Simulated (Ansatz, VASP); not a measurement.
## Two plane-wave programs on V

```
V
1.0
     3.17701    0.00000    0.00000
     0.00000    3.17701    0.00000
     0.00000    0.00000    3.17701
V
2
Direct
  0.00000 0.00000 0.00000
  0.50000 0.50000 0.50000
```

Change from the starting cell: equal strain along all axes, cell held, atoms relaxed: +6.0 %.

Alike in both runs: task single point; functional PBE; k mesh 18 × 18 × 18; occupations gaussian, width 0.1 eV; no spin polarisation.

```csv
,VASP,Ansatz
version,VASP 6.6.1,Ansatz 0.2.0
potentials or method,"VASP PAW PBE potentials, release 64 (V_sv)","scalar-relativistic, plane waves, PAW"
plane-wave cutoff (eV),520,420
valence electrons in the cell,26,26
```

```tsv
	VASP	Ansatz	Ansatz less VASP
gap on the k mesh at the Fermi level (eV)	none	none	-
pressure (GPa)	-22.5	-22.7	-0.17
```

A gap of «none» marks a metal or a gap that the smearing closes.

Caveats: so large a pressure means that the cell lies far from this level's equilibrium, or that cutoff or potentials fall short (VASP).
